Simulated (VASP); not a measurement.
Wanted: the native input for a VASP 6.6.1 run.

```yaml
Task: single point
Functional: PBE
Potentials_or_basis: VASP PAW PBE potentials, release 64 (Te, Mg)
Cutoff: 520 eV
k_mesh: 7 × 7 × 1
Occupations: fermi-dirac, width 0.05 eV
Spin: no spin polarisation
Dipole_correction: yes
Further_INCAR_settings: ALGO = Normal; EDIFF = 1e-07; NBANDS = 21
```

The structure of MgTe lies in POSCAR:

```
MgTe
1.0
    4.5707365703      0.0000000000      0.0000000000
   -2.2853682852      3.9583739839      0.0000000000
    0.0000000000      0.0000000000     23.3969792595
Te Mg
3 3
Direct
    0.0000000000      0.0000000000      0.3205542013
    0.3333333333      0.6666666667      0.4800615779
    0.6666666667      0.3333333333      0.6395689545
    0.3333333333      0.6666666667      0.3604310455
    0.6666666667      0.3333333333      0.5199384221
    0.0000000000      0.0000000000      0.6794457987
```

The cell isn't the ideal one: the (1 1 1) slab of MgTe, cut from the database cell, not relaxed.

One way to write it, as run:

INCAR

```
SYSTEM = MgTe
PREC = Accurate
ENCUT = 520
EDIFF = 1E-7
ISMEAR = -1
SIGMA = 0.05
LREAL = .FALSE.
LASPH = .TRUE.
NELM = 80
ALGO = Normal
ISIF = 2
LWAVE = .FALSE.
LCHARG = .FALSE.
LDIPOL = .TRUE.
IDIPOL = 3
DIPOL = 0.5 0.5 0.500
GGA = PE
NBANDS = 21
```

KPOINTS

```
Automatic mesh
0
G
  7 7 1
  0 0 0
```

Potentials or basis: VASP PAW PBE potentials, release 64 (Te, Mg).

Launch:

```bash
$ cat potpaw_PBE.64/Te/POTCAR potpaw_PBE.64/Mg/POTCAR > POTCAR
$ mpirun -np 1 vasp_std > vasp.out
```

It gave:

```json
{"Largest force": "0.815 eV/Å", "Band gap on the k mesh": "none (metal or under the smearing width)"}
```

Wall time 2.6 min on 1 thread of Intel(R) Xeon(R) Platinum 8559C (Emerald Rapids), on a shared host, peak memory 0.52 GiB.
